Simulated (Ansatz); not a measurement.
Planning a run of Ansatz 0.2.0 on CdTe (end member in the same supercell) (F-43m). The input:

```yaml
crystal:
  lattice:
    - [-6.41, 6.41, -6.41]
    - [6.41, 6.41, 6.41]
    - [6.41, -6.41, -6.41]
  atoms:
    - { symbol: Cd, position: [0.0, 0.0, 0.0] }
    - { symbol: Cd, position: [0.25, 0.5, 0.25] }
    - { symbol: Cd, position: [0.5, 0.0, 0.5] }
    - { symbol: Cd, position: [0.75, 0.5, 0.75] }
    - { symbol: Cd, position: [0.75, 0.25, 0.0] }
    - { symbol: Cd, position: [0.0, 0.75, 0.25] }
    - { symbol: Cd, position: [0.25, 0.25, 0.5] }
    - { symbol: Cd, position: [0.5, 0.75, 0.75] }
    - { symbol: Cd, position: [0.5, 0.5, 0.0] }
    - { symbol: Cd, position: [0.75, 0.0, 0.25] }
    - { symbol: Cd, position: [0.0, 0.5, 0.5] }
    - { symbol: Cd, position: [0.25, 0.0, 0.75] }
    - { symbol: Cd, position: [0.25, 0.75, 0.0] }
    - { symbol: Cd, position: [0.5, 0.25, 0.25] }
    - { symbol: Cd, position: [0.75, 0.75, 0.5] }
    - { symbol: Cd, position: [0.0, 0.25, 0.75] }
    - { symbol: Te, position: [0.0, 0.25, 0.0] }
    - { symbol: Te, position: [0.25, 0.75, 0.25] }
    - { symbol: Te, position: [0.5, 0.25, 0.5] }
    - { symbol: Te, position: [0.75, 0.75, 0.75] }
    - { symbol: Te, position: [0.75, 0.5, 0.0] }
    - { symbol: Te, position: [0.0, 0.0, 0.25] }
    - { symbol: Te, position: [0.25, 0.5, 0.5] }
    - { symbol: Te, position: [0.5, 0.0, 0.75] }
    - { symbol: Te, position: [0.5, 0.75, 0.0] }
    - { symbol: Te, position: [0.75, 0.25, 0.25] }
    - { symbol: Te, position: [0.0, 0.75, 0.5] }
    - { symbol: Te, position: [0.25, 0.25, 0.75] }
    - { symbol: Te, position: [0.25, 0.0, 0.0] }
    - { symbol: Te, position: [0.5, 0.5, 0.25] }
    - { symbol: Te, position: [0.75, 0.0, 0.5] }
    - { symbol: Te, position: [0.0, 0.5, 0.75] }
kpoints:
  mp_grid: { grid: [4, 4, 4] }
  band_path:
    path:
      - [0.0, 0.0, 0.0]
      - [0.5, 0.0, 0.0]
      - [0.0, 0.5, 0.0]
      - [0.0, 0.0, 0.5]
      - [0.5, 0.5, 0.5]
    npoints: 1
hamiltonian:
  xc: lda
  pseudopotentials: { kind: paw_fr, azcp: { folder: soft_1 }, xc_functional: pbe }
scf:
  occupations: { method: fermi_dirac, width: 0.02 }
  n_extra_bands: 28
magnetization:
  noncollinear: true
  spin_orbit: true
output:
  eigenvalues: true
  write_density: true
  write_potential: true
  elf: true
  volumetric_format: npy
```

```sh
ansatz run input.yaml --threads 3 --pin off --max-ram 92160MiB --backend cuda --events-out ev --progress --plain --runs-dir out --devices 1 --max-vram 13GiB
```

**Question.** Estimate wall time and host memory on 1 × NVIDIA H100 80GB HBM3 (shared by 6 runs) with 3 threads of AMD EPYC 7R13 (Zen 3), shared host.

It took 38 s; on shared hardware allow 19 s to 76 s. Peak host memory was 6.2 GiB. The sizes that set the cost: 20785 plane waves a state, 8 irreducible k points and 9 SCF cycles.

[Paths, hosts, dates, memory and timing lines, banners, echoed tables and standing remarks are left out of the program output.]

[Logs are printed without paths, hosts, clocks, repeated set-up lines and the standing remarks that a program may print on its own settings, such as how far it seeks lower states.]

[Runs of the session that timed out or met a known fault of the program may be left out.]

[Cells called generated may have been cut or substituted from an entry of the Crystallography Open Database or the Materials Project.]

[Hosts, paths, dates, database ids (printed as entryN), source tags and the programs' standing remarks are cut or masked in the printed files.]
